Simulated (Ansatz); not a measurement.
Crystal: SnO2.

```
Sn O
1.0
     3.23058    0.00000    0.00000
    -1.61529    2.79776    0.00000
     0.00000    0.00000   10.79056
Sn O
2 4
Direct
  0.00000 0.00000 0.00000
  0.00000 0.00000 0.50000
  0.33333 0.66667 0.90586
  0.33333 0.66667 0.59414
  0.66667 0.33333 0.09414
  0.66667 0.33333 0.40586
```

Measurements of this composition are mostly on another form, of space group No. 136.

```yaml
Program: Ansatz 0.2.0
Task: single point
Functional: PBE
Potentials_or_basis: Ansatz PAW
Cutoff: "420 eV (not typed: the program's choice for these potentials)"
k_mesh: 9 × 9 × 3
Occupations: fermi-dirac, width 0.05 eV
Spin: no spin polarisation
```

On this cell: pressure -0.4 GPa; largest force 0.095 eV/Å; band gap on the k mesh 2.11 eV, indirect (least direct gap 2.50 eV).

The same run follows on a disturbed copy (atoms moved at random, drawn with an rms of 0.05 Å):

```
CELL_PARAMETERS angstrom
3.23058 0.00000 0.00000
-1.61529 2.79776 0.00000
0.00000 0.00000 10.79056
ATOMIC_POSITIONS crystal
Sn 0.99791 0.00694 0.99913
Sn 0.00133 0.98469 0.50089
O 0.31561 0.66380 0.90811
O 0.32554 0.66566 0.59411
O 0.65598 0.32646 0.09202
O 0.65450 0.32647 0.40615
```

Task: What does the disturbed cell give?

Result: The energy moves by +7.5 meV/atom; pressure 0.8 GPa; largest force 0.882 eV/Å; band gap on the k mesh 2.11 eV, indirect (least direct gap 2.54 eV).

Forces in eV/Å, atoms in the order of the input:
```
Sn  -0.270 -0.439  0.261
Sn  -0.749  0.405 -0.229
O    0.290  0.172 -0.370
O    0.408 -0.323  0.091
O   -0.021  0.268  0.112
O    0.342 -0.082  0.135
```

Stress tensor (GPa, compression positive):
```
 0.46 -0.13 -0.41
-0.13  0.39 -0.23
-0.41 -0.23  1.51
```

Caveats: odd divisions of the mesh miss points on the zone boundary, where band edges often lie, so the gap on the mesh can be too wide; spin-orbit coupling is left out, which moves the levels of the heavy elements.

A k mesh can miss the band edges.
